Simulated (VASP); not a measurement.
# BaF2 (Frankdicksonite) (Fm-3m) in VASP: notebook, part 2 of 2

VASP 6.6.1.

## 3. Relaxation of cell and atoms, PBEsol

INCAR

```
SYSTEM = BaF2
PREC = Accurate ; ENCUT = 600
EDIFF = 1E-6 ; ISMEAR = 0
SIGMA = 0.03 ; LREAL = .FALSE.
LASPH = .TRUE. ; NELM = 80
ALGO = Normal ; ISIF = 3
LWAVE = .FALSE. ; LCHARG = .FALSE.
GGA = PS ; IBRION = 2
NSW = 90 ; EDIFFG = -0.01
```

KPOINTS

```
regular mesh
0
G
  8 8 8
  0 0 0
```

POSCAR

```
BaF2
1.0
    0.0000000000      3.1000500000      3.1000500000
    3.1000500000      0.0000000000      3.1000500000
    3.1000500000      3.1000500000      0.0000000000
Ba F
1 2
Direct
    0.0000000000      0.0000000000      0.0000000000
    0.2500000000      0.2500000000      0.2500000000
    0.7500000000      0.7500000000      0.7500000000
```

Potentials or basis: VASP PAW PBE potentials, release 64 (Ba_sv, F).

Run with:

```
cat potpaw_PBE.64/Ba_sv/POTCAR potpaw_PBE.64/F/POTCAR > POTCAR
mpirun -np 1 vasp_std > vasp.out
```

OUTCAR:

```text
SYSTEM = BaF2
   PREC = Accurate
   ENCUT = 600
   EDIFF = 1E-6
   ISMEAR = 0
   LREAL = .FALSE.
   LASPH = .TRUE.
   NELM = 80
   ISIF = 3
   GGA = PS
   IBRION = 2
   NSW = 90
   EDIFFG = -0.01

 ion  position               nearest neighbor table
   1  0.000  0.000  0.000-   3 2.68   3 2.68   2 2.68   3 2.68   2 2.68   2 2.68   3 2.68   2 2.68

   2  0.250  0.250  0.250-   1 2.68   1 2.68   1 2.68   1 2.68
   3  0.750  0.750  0.750-   1 2.68   1 2.68   1 2.68   1 2.68

  LATTYP: Found a face centered cubic cell.
 ALAT       =     6.2001000000

  Lattice vectors:

 A1 = (   0.0000000000,   3.1000500000,   3.1000500000)
 A2 = (   3.1000500000,   0.0000000000,   3.1000500000)
 A3 = (   3.1000500000,   3.1000500000,   0.0000000000)

Analysis of symmetry for initial positions (statically):
=====================================================================
 Subroutine PRICEL returns:
 Original cell was already a primitive cell.

 Routine SETGRP: Setting up the symmetry group for a
 face centered cubic supercell.

 Subroutine GETGRP returns: Found 48 space group operations
 (whereof 48 operations were pure point group operations)
 out of a pool of 48 trial point group operations.

The static configuration has the point symmetry O_h .

Analysis of symmetry for dynamics (positions and initial velocities):
=====================================================================
 Subroutine PRICEL returns:
 Original cell was already a primitive cell.

 Routine SETGRP: Setting up the symmetry group for a
 face centered cubic supercell.

 Subroutine GETGRP returns: Found 48 space group operations
 (whereof 48 operations were pure point group operations)
 out of a pool of 48 trial point group operations.

The dynamic configuration has the point symmetry O_h .
[... 171 lines left out ...]

 POSITION                                       TOTAL-FORCE (eV/Angst)
 -----------------------------------------------------------------------------------
      0.00000      0.00000      0.00000        -0.000000      0.000000      0.000000
      1.55002      1.55002      1.55002         0.000000      0.000000      0.000000
      4.65008      4.65008      4.65008        -0.000000     -0.000000     -0.000000
 -----------------------------------------------------------------------------------
    total drift:                                0.000000      0.000000      0.000000

  FREE ENERGIE OF THE ION-ELECTRON SYSTEM (eV)
  ---------------------------------------------------
  free  energy   TOTEN  =       -17.6448777002 eV

  energy  without entropy=      -17.6448777002  energy(sigma->0) =      -17.64487770

--------------------------------------- Ionic step        2  -------------------------------------------

 number of electron      23.9999995 magnetization

 Free energy of the ion-electron system (eV)
  ---------------------------------------------------
  ext. energy  EPLUGINS =         0.00000000
  ---------------------------------------------------
  free energy    TOTEN  =       -17.64638263 eV

  energy without entropy =      -17.64638263  energy(sigma->0) =      -17.64638263

 E-fermi :  -1.9785     XC(G=0):  -8.9714

 val. band max:       -2.1396338026   @ k =  -0.2500   0.2500   0.0000
 cond. band min:       4.5391028891   @ k =   0.0000   0.0000   0.0000
 fundamental gap:      6.6787366916
 Fermi energy:        -1.9785020054

 k-point     1 :       0.0000    0.0000    0.0000
  band No.  band energies     occupation
      1     -25.1880      2.00000
      2     -20.9681      2.00000
      3     -20.9094      2.00000
      4      -9.9990      2.00000
      5      -9.9990      2.00000
      6      -9.9990      2.00000
[... 433 lines left out ...]
      3     -21.1273      2.00000
      4     -10.3096      2.00000
      5     -10.1464      2.00000
      6     -10.1459      2.00000
[... 8 lines left out ...]
     15       7.3692      0.00000
     16       8.1278      0.00000

 [... further k-points ...]
[... 5 lines left out ...]
  --------------------------------------------------------------------------------------
  -------------------------------------------------------------------------------------
  Total        0.0147239      0.0147239      0.0147239      0.0000000     -0.0000000      0.0000000
  in kB        0.4008433      0.4008433      0.4008433      0.0000000     -0.0000000      0.0000000
  external PRESSURE =       0.4008433 kB  Pullay stress =       0.0000000 kB

 VOLUME and BASIS-vectors are now :
 -----------------------------------------------------------------------------
  energy-cutoff  :      600.00
  volume of cell :       58.85
      direct lattice vectors                 reciprocal lattice vectors
     0.000000000  3.087281488  3.087281488    -0.161954782  0.161954782  0.161954782
     3.087281488  0.000000000  3.087281488     0.161954782 -0.161954782  0.161954782
     3.087281488  3.087281488 -0.000000000     0.161954782  0.161954782 -0.161954782

 POSITION                                       TOTAL-FORCE (eV/Angst)
 -----------------------------------------------------------------------------------
      6.17456      3.08728      3.08728        -0.000000     -0.000000     -0.000000
      1.54364      1.54364      1.54364         0.000000      0.000000      0.000000
      4.63092      4.63092      4.63092        -0.000000     -0.000000     -0.000000
 -----------------------------------------------------------------------------------
    total drift:                                0.000000      0.000000      0.000000

  FREE ENERGIE OF THE ION-ELECTRON SYSTEM (eV)
  ---------------------------------------------------
  free  energy   TOTEN  =       -17.6463826321 eV

  energy  without entropy=      -17.6463826321  energy(sigma->0) =      -17.64638263

 reached required accuracy - stopping structural energy minimisation
```

CONTCAR:

```text
BaF2
   1.00000000000000
     0.0000000000000000    3.0872814879491512    3.0872814879491512
     3.0872814879491512    0.0000000000000000    3.0872814879491512
     3.0872814879491512    3.0872814879491512   -0.0000000000000000
  Ba              F
     1     2
Direct
     0.0000000000000000    1.0000000000000000    1.0000000000000000
     0.2500000000000000    0.2500000000000000    0.2500000000000000
     0.7500000000000000    0.7500000000000000    0.7500000000000000

  0.00000000E+00  0.00000000E+00  0.00000000E+00
  0.00000000E+00  0.00000000E+00  0.00000000E+00
  0.00000000E+00  0.00000000E+00  0.00000000E+00
```

Wall time 51 s (1 thread of Intel Xeon Platinum 8488C (Sapphire Rapids), shared host); peak memory 0.22 GiB.

What came out:

```
Free energy                            : -17.6464 eV
Relaxed volume                         : 19.62 Å³/atom
Relaxed cell                           : a = 4.366 Å, b = 4.366 Å, c = 4.366 Å, α = 60.00°, β = 60.00°, γ = 60.00°
Space group after relaxing (to 0.05 Å) : Fm-3m (No. 225)
Energy gained by relaxing              : 0.5 meV/atom
Ionic steps                            : 2
Pressure after relaxing                : 0.0 GPa
Band gap on the k mesh                 : 6.68 eV, indirect (least direct gap 6.77 eV)
```

The path:
| step | energy change (eV) | largest force (eV/Å) | pressure (GPa) | volume (Å³) |
| --- | --- | --- | --- | --- |
| 1 | 0.0000 | 0.0000 | -0.69 | 59.58 |
| 2 | -0.0015 | 0.0000 | 0.04 | 58.85 |

Final structure:
```
Ba F
1.0
     0.00000    3.08728    3.08728
     3.08728    0.00000    3.08728
     3.08728    3.08728    0.00000
Ba F
1 2
Direct
  0.00000 0.00000 0.00000
  0.25000 0.25000 0.25000
  0.75000 0.75000 0.75000
```

Levels at points of the mesh, in eV from the valence-band top:
| k point | band 8 | band 9 | band 10 | band 11 | band 12 | band 13 | band 14 | band 15 | band 16 |
| --- | --- | --- | --- | --- | --- | --- | --- | --- | --- |
| (0.00, 0.00, 0.00) | -1.57 | -1.57 | -0.09 | -0.09 | -0.09 | 6.68 | 9.15 | 9.15 | 11.42 |
| (0.50, 0.00, 0.00) | -1.15 | -0.70 | -0.36 | -0.17 | -0.17 | 9.07 | 9.17 | 9.17 | 9.73 |
| (0.50, 0.50, 0.00) | -0.39 | -0.39 | -0.33 | -0.33 | -0.15 | 7.19 | 8.96 | 10.71 | 12.00 |

Caveat: the PAW data sets were made with another functional, which shifts forces and pressure a little; spin-orbit coupling is left out, which moves the levels of the heavy elements. A k mesh can miss the band edges.

## 4. Relaxation of cell and atoms, PBEsol

This run uses another cell than the first one, of 19.62 Å³/atom, 0.988 times its volume.

INCAR

```
SYSTEM = BaF2
PREC = Accurate ; ENCUT = 600
EDIFF = 1E-7 ; ISMEAR = 0
SIGMA = 0.03 ; LREAL = .FALSE.
LASPH = .TRUE. ; NELM = 80
ALGO = Normal ; ISIF = 3
LWAVE = .FALSE. ; LCHARG = .FALSE.
GGA = PS ; IBRION = 2
NSW = 90 ; EDIFFG = -0.005
```

KPOINTS is that of step 3.

POSCAR

```
BaF2                                    
1.0
    0.0000000000      3.0872814879      3.0872814879
    3.0872814879      0.0000000000      3.0872814879
    3.0872814879      3.0872814879     -0.0000000000
  Ba              F             
     1     2
Direct
     0.0000000000000000    1.0000000000000000    1.0000000000000000
     0.2500000000000000    0.2500000000000000    0.2500000000000000
     0.7500000000000000    0.7500000000000000    0.7500000000000000
```

Potentials or basis: VASP PAW PBE potentials, release 64 (Ba_sv, F).

Run with:

```
cat potpaw_PBE.64/Ba_sv/POTCAR potpaw_PBE.64/F/POTCAR > POTCAR
mpirun -np 1 vasp_std > vasp.out
```

OUTCAR:

```text
SYSTEM = BaF2
   PREC = Accurate
   ENCUT = 600
   EDIFF = 1E-7
   ISMEAR = 0
   LREAL = .FALSE.
   LASPH = .TRUE.
   NELM = 80
   ISIF = 3
   GGA = PS
   IBRION = 2
   NSW = 90
   EDIFFG = -0.005

 ion  position               nearest neighbor table
   1  0.000  0.000  0.000-   3 2.67   2 2.67   3 2.67   2 2.67   3 2.67   3 2.67   2 2.67   2 2.67

   2  0.250  0.250  0.250-   1 2.67   1 2.67   1 2.67   1 2.67
   3  0.750  0.750  0.750-   1 2.67   1 2.67   1 2.67   1 2.67

[... 685 lines left out ...]
      5     -10.1532      2.00000
      6     -10.1527      2.00000
[... 8 lines left out ...]
     15       7.3605      0.00000
     16       8.1183      0.00000

 [... further k-points ...]
[... 5 lines left out ...]
  --------------------------------------------------------------------------------------
  -------------------------------------------------------------------------------------
  Total       -0.0016714     -0.0016714     -0.0016714      0.0000000      0.0000000     -0.0000000
  in kB       -0.0454611     -0.0454611     -0.0454611      0.0000000      0.0000000     -0.0000000
  external PRESSURE =      -0.0454611 kB  Pullay stress =       0.0000000 kB

 VOLUME and BASIS-vectors are now :
 -----------------------------------------------------------------------------
  energy-cutoff  :      600.00
  volume of cell :       58.91
      direct lattice vectors                 reciprocal lattice vectors
     0.000000000  3.088218397  3.088218397    -0.161905648  0.161905648  0.161905648
     3.088218397 -0.000000000  3.088218397     0.161905648 -0.161905648  0.161905648
     3.088218397  3.088218397  0.000000000     0.161905648  0.161905648 -0.161905648

 POSITION                                       TOTAL-FORCE (eV/Angst)
 -----------------------------------------------------------------------------------
      0.00000      0.00000      0.00000         0.000000      0.000000      0.000000
      1.54411      1.54411      1.54411         0.000000      0.000000      0.000000
      4.63233      4.63233      4.63233        -0.000000     -0.000000     -0.000000
 -----------------------------------------------------------------------------------
    total drift:                                0.000000      0.000000      0.000000

  FREE ENERGIE OF THE ION-ELECTRON SYSTEM (eV)
  ---------------------------------------------------
  free  energy   TOTEN  =       -17.6451520582 eV

  energy  without entropy=      -17.6451520582  energy(sigma->0) =      -17.64515206

 reached required accuracy - stopping structural energy minimisation
```

OSZICAR:

```text
N       E                     dE             d eps       ncg     rms          rms(c)
DAV:   1     0.169019446817E+03    0.16902E+03   -0.14225E+04   928   0.157E+03
DAV:   2    -0.120874705485E+02   -0.18111E+03   -0.17878E+03  1240   0.309E+02
DAV:   3    -0.190296226345E+02   -0.69422E+01   -0.69345E+01  1200   0.690E+01
[... 16 lines left out ...]
DAV:   3    -0.176451563567E+02    0.12441E-04   -0.31546E-05  1040   0.518E-02    0.103E-02
DAV:   4    -0.176451527494E+02    0.36073E-05   -0.18359E-05  1392   0.289E-02    0.331E-03
DAV:   5    -0.176451525744E+02    0.17501E-06   -0.51010E-07  1016   0.611E-03    0.184E-03
DAV:   6    -0.176451519785E+02    0.59589E-06   -0.16984E-07   984   0.378E-03    0.660E-04
DAV:   7    -0.176451520582E+02   -0.79679E-07   -0.15220E-08   528   0.105E-03
   2 F= -.17645152E+02 E0= -.17645152E+02  d E =-.812078E-05
```

CONTCAR:

```text
BaF2
   1.00000000000000
     0.0000000000000000    3.0882183966535401    3.0882183966535401
     3.0882183966535401   -0.0000000000000000    3.0882183966535401
     3.0882183966535401    3.0882183966535401    0.0000000000000000
  Ba              F
     1     2
Direct
     0.0000000000000000    0.0000000000000000    0.0000000000000000
     0.2500000000000000    0.2500000000000000    0.2500000000000000
     0.7500000000000000    0.7500000000000000    0.7500000000000000

  0.00000000E+00  0.00000000E+00  0.00000000E+00
  0.00000000E+00  0.00000000E+00  0.00000000E+00
  0.00000000E+00  0.00000000E+00  0.00000000E+00
```

Run time: 48 s. Hardware: 1 thread of Intel Xeon Platinum 8488C (Sapphire Rapids), shared host; peak memory 0.22 GiB.

Results:

| Property | Result |
| --- | --- |
| Free energy | -17.6452 eV |
| Relaxed volume | 19.64 Å³/atom |
| Relaxed cell | a = 4.367 Å, b = 4.367 Å, c = 4.367 Å, α = 60.00°, β = 60.00°, γ = 60.00° |
| Space group after relaxing (to 0.05 Å) | Fm-3m (No. 225) |
| Energy gained by relaxing | 0.0 meV/atom |
| Ionic steps | 2 |
| Pressure after relaxing | 0.0 GPa |
| Band gap on the k mesh | 6.67 eV, indirect (least direct gap 6.76 eV) |

Final structure:
```
Ba F
1.0
     0.00000    3.08822    3.08822
     3.08822    0.00000    3.08822
     3.08822    3.08822    0.00000
Ba F
1 2
Direct
  0.00000 0.00000 0.00000
  0.25000 0.25000 0.25000
  0.75000 0.75000 0.75000
```

Levels at points of the mesh, in eV from the valence-band top:
| k point | band 9 | band 10 | band 11 | band 12 | band 13 | band 14 | band 15 | band 16 |
| --- | --- | --- | --- | --- | --- | --- | --- | --- |
| (0.00, 0.00, 0.00) | -1.57 | -0.09 | -0.09 | -0.09 | 6.67 | 9.15 | 9.15 | 11.42 |
| (0.50, 0.00, 0.00) | -0.70 | -0.36 | -0.17 | -0.17 | 9.07 | 9.16 | 9.16 | 9.73 |
| (0.50, 0.50, 0.00) | -0.38 | -0.33 | -0.33 | -0.14 | 7.19 | 8.96 | 10.70 | 11.99 |

Caveat: the PAW data sets were made with another functional, which shifts forces and pressure a little; spin-orbit coupling is left out, which moves the levels of the heavy elements. A k mesh can miss the band edges.

## 5. Relaxation of the atoms, PBEsol (a relaxed cell with its volume scaled by 0.94)

INCAR

```
SYSTEM = BaF2
PREC = Accurate ; ENCUT = 600
EDIFF = 1E-7 ; ISMEAR = 0
SIGMA = 0.03 ; LREAL = .FALSE.
LASPH = .TRUE. ; NELM = 80
ALGO = Normal ; ISIF = 2
LWAVE = .FALSE. ; LCHARG = .FALSE.
GGA = PS ; IBRION = 2
NSW = 40 ; EDIFFG = -0.01
```

KPOINTS is that of step 4.

POSCAR

```
BaF2                                    
1.0
    0.0000000000      3.0251758420      3.0251758420
    3.0251758420     -0.0000000000      3.0251758420
    3.0251758420      3.0251758420      0.0000000000
  Ba              F             
     1     2
Direct
     0.0000000000000000    0.0000000000000000    0.0000000000000000
     0.2500000000000000    0.2500000000000000    0.2500000000000000
     0.7500000000000000    0.7500000000000000    0.7500000000000000
```

Run with:

```
cat potpaw_PBE.64/Ba_sv/POTCAR potpaw_PBE.64/F/POTCAR > POTCAR
mpirun -np 1 vasp_std > vasp.out
```

Wall time 35 s (1 thread of Intel Xeon Platinum 8488C (Sapphire Rapids), shared host); peak memory 0.21 GiB.

The run converged. Its results:

| Quantity | Value |
| --- | --- |
| Free energy | -17.5930 eV |
| Pressure after relaxing | 4.4 GPa |
| Band gap on the k mesh | 6.92 eV, indirect (least direct gap 7.05 eV) |

Final structure:
```yaml
crystal:
  lattice:
    - [0.00000, 3.02518, 3.02518]
    - [3.02518, 0.00000, 3.02518]
    - [3.02518, 3.02518, 0.00000]
  atoms:
    - { symbol: Ba, position: [0.00000, 0.00000, 0.00000] }
    - { symbol: F, position: [0.25000, 0.25000, 0.25000] }
    - { symbol: F, position: [0.75000, 0.75000, 0.75000] }
```

Levels at points of the mesh, in eV from the valence-band top:
```csv
k point,band 10,band 11,band 12,band 13,band 14,band 15
"(0.00, 0.00, 0.00)",-0.13,-0.13,-0.13,6.92,9.35,9.35
"(0.50, 0.00, 0.00)",-0.37,-0.18,-0.18,9.39,9.39,9.43
"(0.50, 0.50, 0.00)",-0.29,-0.29,-0.22,7.27,9.26,11.06
```

Caveat: the relaxation stopped at its first step, so nothing moved; the PAW data sets were made with another functional, which shifts forces and pressure a little; spin-orbit coupling is left out, which moves the levels of the heavy elements. A k mesh can miss the band edges.

## 6. Relaxation of the atoms, PBEsol (a relaxed cell with its volume scaled by 0.96)

INCAR is that of step 5.

KPOINTS is that of step 5.

POSCAR

```
BaF2                                    
1.0
    0.0000000000      3.0464805992      3.0464805992
    3.0464805992     -0.0000000000      3.0464805992
    3.0464805992      3.0464805992      0.0000000000
  Ba              F             
     1     2
Direct
     0.0000000000000000    0.0000000000000000    0.0000000000000000
     0.2500000000000000    0.2500000000000000    0.2500000000000000
     0.7500000000000000    0.7500000000000000    0.7500000000000000
```

Potentials or basis: VASP PAW PBE potentials, release 64 (Ba_sv, F).

Run with:

```
cat potpaw_PBE.64/Ba_sv/POTCAR potpaw_PBE.64/F/POTCAR > POTCAR
mpirun -np 1 vasp_std > vasp.out
```

It took 42 s on 1 thread of Intel Xeon Platinum 8488C (Sapphire Rapids), shared host; peak memory 0.21 GiB.

Results (log left out):

* Free energy: -17.6215 eV
* Pressure after relaxing: 2.8 GPa
* Band gap on the k mesh: 6.84 eV, indirect (least direct gap 6.95 eV)

Final structure:
```
Ba F
1.0
     0.00000    3.04648    3.04648
     3.04648    0.00000    3.04648
     3.04648    3.04648    0.00000
Ba F
1 2
Cartesian
  0.0000 0.0000 0.0000
  1.5232 1.5232 1.5232
  4.5697 4.5697 4.5697
```

Levels at points of the mesh, in eV from the valence-band top:
```
           k point  band 10  band 11  band 12  band 13  band 14  band 15
(0.00, 0.00, 0.00)    -0.12    -0.12    -0.12     6.84     9.28     9.28
(0.50, 0.00, 0.00)    -0.37    -0.17    -0.17     9.31     9.31     9.31
(0.50, 0.50, 0.00)    -0.30    -0.30    -0.19     7.25     9.15    10.94
```

Caveat: the relaxation stopped at its first step, so nothing moved; the PAW data sets were made with another functional, which shifts forces and pressure a little; spin-orbit coupling is left out, which moves the levels of the heavy elements.

## 7. The runs side by side

| task | level | potentials or basis | cell | gap on the mesh (eV) | pressure (GPa) |
| --- | --- | --- | --- | --- | --- |
| relaxation of the atoms | LDA | VASP PAW LDA potentials, release 64 (Ba_sv, F) | atoms relaxed from: a relaxed cell with its volume scaled by 1.06 | 6.38 | -3.6 |
| relaxation of cell and atoms | PBEsol | VASP PAW PBE potentials, release 64 (Ba_sv, F) | relaxed | 6.67 | 0.0 |
| relaxation of the atoms | PBEsol | VASP PAW PBE potentials, release 64 (Ba_sv, F) | atoms relaxed from: a relaxed cell with its volume scaled by 0.94 | 6.92 | 4.4 |
| relaxation of the atoms | PBEsol | VASP PAW PBE potentials, release 64 (Ba_sv, F) | atoms relaxed from: a relaxed cell with its volume scaled by 0.96 | 6.84 | 2.8 |

Alike in all rows: no spin polarisation; k mesh 8 × 8 × 8; cutoff (eV) 600; smearing gaussian 0.03 eV.

Caveats: spin-orbit coupling is left out, which moves the levels of the heavy elements; the relaxation stopped at its first step, so nothing moved (some runs); the PAW data sets were made with another functional, which shifts forces and pressure a little (some runs).

Absolute energies hang on the potentials; compare differences alone.
